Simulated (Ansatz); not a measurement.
# CaO: phonon entropy and phonon heat capacity against temperature

All results are calculated (Ansatz 0.2.0). Harmonic vibrational free energy, entropy and heat capacity at constant volume, per atom, from the force constants of a q mesh, imaginary modes left out; plane waves with PAW datasets, Gamma-centred k mesh.

Structure of every row (space group Fm-3m, No. 225):
```
CaO
1.0
      0.0000     2.4154     2.4154
      2.4154     0.0000     2.4154
      2.4154     2.4154     0.0000
Ca O
1 1
Direct
  0.00000 0.00000 0.00000
  0.50000 0.50000 0.50000
```

Settings of every row: functional PBE; dispersion none; spin none; wave cutoff 420 eV; k mesh 8x8x8; occupations fixed; smearing width 0 eV; pressure 0 GPa; phonon method linear response; q mesh 4x4x4.

| row | temperature (K) | phonon entropy (kB/atom) | phonon heat capacity (kB/atom) | phonon free energy (meV/atom) |
| --- | --- | --- | --- | --- |
| 1 | 200 | 1.587 | 2.158 | 41.8 |
| 2 | 300 | 2.553 | 2.568 | 23.8 |
| 3 | 400 | 3.318 | 2.743 | -1.6 |
| 4 | 500 | 3.941 | 2.831 | -33 |
| 5 | 600 | 4.462 | 2.881 | -69.3 |
| 6 | 700 | ? | ? | ? |
| 7 | 800 | 5.298 | 2.932 | -153.7 |
| 8 | 900 | 5.645 | 2.946 | -200.9 |
| 9 | 1000 | 5.956 | 2.956 | -250.9 |

Question: what phonon entropy and phonon heat capacity should row 6 give?

Worked fit of phonon entropy. Entropy rises as the heat capacity times the change of ln T, so take t = ln(T / 300 K). The shown rows have t = -0.4055, 0, 0.2877, 0.5108, 0.6931, 0.9808, 1.0986, 1.204. Least squares give phonon entropy = 2.5733 + 2.54997 × t + 0.22398 × t² kB/atom; a straight line predicts inner rows, each left out in turn, worse (root mean square 0.055 against 0.015 kB/atom). The rows lie off it by 0.011, -0.020, -0.007, 0.007, 0.014, 0.008, 0.000, -0.012 (root mean square 0.011 kB/atom), a smooth pattern that one more power would take up: the form is only approximate. The slope at t = 0, 2.55 kB/atom, estimates the heat capacity at 300 K. The withheld row has t = 0.8473, so the fit gives 2.5733 + 2.54997 × (0.8473) + 0.22398 × (0.8473)² = 4.895 kB/atom.

The calculation gave 4.908 kB/atom. The fit lies 0.013 kB/atom (0.3 % of the column's range) below it; its largest miss of a shown row is 0.020 kB/atom.

Worked fit of phonon heat capacity. At high temperature a harmonic heat capacity falls short of its limit by a term in 1/T², so take t = (100 K / T)². The shown rows have t = 0.25, 0.11111, 0.0625, 0.04, 0.02778, 0.01562, 0.01235, 0.01. Least squares give phonon heat capacity = 2.998 − 4.2986 × t + 3.757 × t² kB/atom; a straight line predicts inner rows, each left out in turn, worse (root mean square 0.022 against 0.0016 kB/atom). The rows lie off it by 0.000, 0.001, -0.001, -0.001, 0.000, 0.000, 0.001, 0.001. The constant, 2.998 kB/atom, is to be held against the harmonic limit of 3 k_B an atom. The withheld row has t = 0.02041, so the fit gives 2.998 − 4.2986 × (0.02041) + 3.757 × (0.02041)² = 2.912 kB/atom.

The calculation gave 2.912 kB/atom. The fit meets it to the printed digit.

The other values of row 6: phonon free energy -109.7 meV/atom.
